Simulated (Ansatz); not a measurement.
# Indium, fcc under PBEsol: from relaxation to bulk modulus

Aim: take indium in the fcc structure, relax it, solve it on a dense k-mesh, then scale the cell to 7 volumes from 88 to 112 % of the relaxed one and try a fit of the equation of state. Spin polarisation is left out. The k-meshes are 12×12×12 for the relaxation; 19×19×19 for the dense run; 13×13×13 for the volumes.

This is In in the fcc structure; at room conditions it is tetragonal.

Computed with Ansatz 0.2.0 (DFT PBEsol, plane waves (420 eV) with PAW, scalar-relativistic; the PAW data stem from PBE, with regenerated cores, unless a step says otherwise).

## (1) The system as given

The structure is cubic, space group Fm-3m (No. 225). Conventional cell: a = 4.711 Å, b = 4.711 Å, c = 4.711 Å, α = 90.00°, β = 90.00°, γ = 90.00°. In (site symmetry m-3m) is surrounded by 12 In at 3.33 Å.

Structure file:

```
In
1.0
     0.00000    2.35565    2.35565
     2.35565    0.00000    2.35565
     2.35565    2.35565    0.00000
In
1
Direct
  0.00000 0.00000 0.00000
```

## (2) Geometry optimisation

File input.yaml:

```yaml
crystal:
  lattice:
    - [0.0, 2.3556547913, 2.3556547913]
    - [2.3556547913, 0.0, 2.3556547913]
    - [2.3556547913, 2.3556547913, 0.0]
  atoms:
    - { symbol: In, position: [0.0, 0.0, 0.0] }
hamiltonian:
  xc: pbesol
  pseudopotentials:
    kind: paw
    azcp:
      In: "pseudopotentials/In.paw.azcp"
basis:
  ecutwfc: 420
  fft_grid_basis: typed
kpoints:
  mp_grid: { grid: [12, 12, 12], shift: [0, 0, 0] }
magnetization:
  spin_polarized: false
scf:
  occupations: { method: fermi_dirac, width: 0.1 }
relax:
  max_steps: 60
  f_tol: 0.01
  cell: {}
```

After this run come: The energy on a finer k-mesh; The cell scaled to 88 % of its volume; The cell scaled to 92 % of its volume; The cell scaled to 96 % of its volume; The cell scaled to 100 % of its volume; The cell scaled to 104 % of its volume; The cell scaled to 108 % of its volume; The cell scaled to 112 % of its volume.

**Question.** What will these runs give? Wanted: space group; conventional cell; volume; shortest distance; gap on the mesh; relative to body-centred tetragonal; V₀, B₀, B₀′.

As calculated:

| quantity | value |
| --- | --- |
| space group (spins left aside) | Fm-3m (No. 225) |
| conventional cell | a = 4.674 Å |
| volume | 25.535 Å³/atom |
| shortest distance | 3.305 Å |
| gap on the mesh | none (levels filled in part) |
| relative to body-centred tetragonal | -1 meV/atom |
| V₀, B₀, B₀′ | 25.570 Å³/atom, 46 GPa, 5.1 |

In words: The relaxation shrank the cell by 2.3 % in volume. It lies 1 meV/atom below the element's reference form at the same level (body-centred tetragonal, from a run of its own), within what mesh and smearing can decide. Levels at the Fermi energy are filled in part, as in a metal. The fitted modulus is 46 GPa. Relaxation kept the symmetry; phonons were not checked.
